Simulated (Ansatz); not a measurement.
Gas-phase electronic energies from Ansatz, PBE0-D4/def2-TZVP geometries. CBS: MP2 limit from def2 TZ/QZ plus the TZ coupled-cluster correction, frozen cores. This one scheme is used for every species. Functionals use def2-TZVPP. Open shells (•) are unrestricted, without spin–orbit coupling.

Consider the hydrogen abstraction from a C–H bond: `FC(F)C(F)(F)F` + `F[C](F)F`• → `F[C](F)C(F)(F)F`• + `FC(F)F`.

| level | ΔE (kcal/mol) |
| --- | --- |
| BHLYP-D4 | -3.3 |
| MP2/def2-SVP | -2.3 |

(1) What does CCSD(T)/CBS give? (An estimate is asked.)

Largest T1 diagnostic among the species: 0.014.

Answers

(1) The calculation gave: -3.1 kcal/mol. The listed levels differ from it by -0.2, 0.8 kcal/mol.

Leaving LDA and LC-ωPBE aside and taking each functional with its dispersion term where it has one, the values, not all of them listed here, spread over 0.7 kcal/mol, from B97M-V to r2SCAN0-D4.

CCSD(T)/CBS has its own doubt, a few kJ/mol and more with outer-core shells, so smaller differences from it don't rank the levels.
